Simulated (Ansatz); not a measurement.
BeO:
Space group P6₃mc (No. 186); a = b = 2.6929 Å, c = 4.3728 Å, α = β = 90.00°, γ = 120.00°

```csv
atom,site,symmetry,x,y,z
Be,2b,3m.,0.6667,0.3333,0.0002
O,2b,3m.,0.6667,0.3333,0.3778
```

Relaxed with PBEsol.

Task: Give the optical modes at the zone centre with their infrared activity from DFPT, DFT-PBEsol in the program Ansatz with PAW potentials.

Result: Transverse frequencies, without the LO–TO term; a row sums one degenerate level.

```tsv
ω (cm⁻¹)	degeneracy	IR ((D/Å)²/amu)	activity	symmetry
324	2	0.00	IR-inactive	E2
690	1	27.37	IR	A1
693	2	0.00	IR-inactive	E2
705	1	0.00	IR-inactive	B1
730	2	51.12	IR	E1
871	1	0.00	IR-inactive	B1
```

Task: How high does the top mode go among those that the LO–TO term moves?

Result: 1082 cm⁻¹ for q along x, 1082 cm⁻¹ for q along y, 1070 cm⁻¹ for q along z.

Space group P6_3mc (wurtzite). Symmetry was held in the PBEsol relaxation; of distortions, only those at the zone centre were tested.

Potentials: the later of the program's two PAW sets.
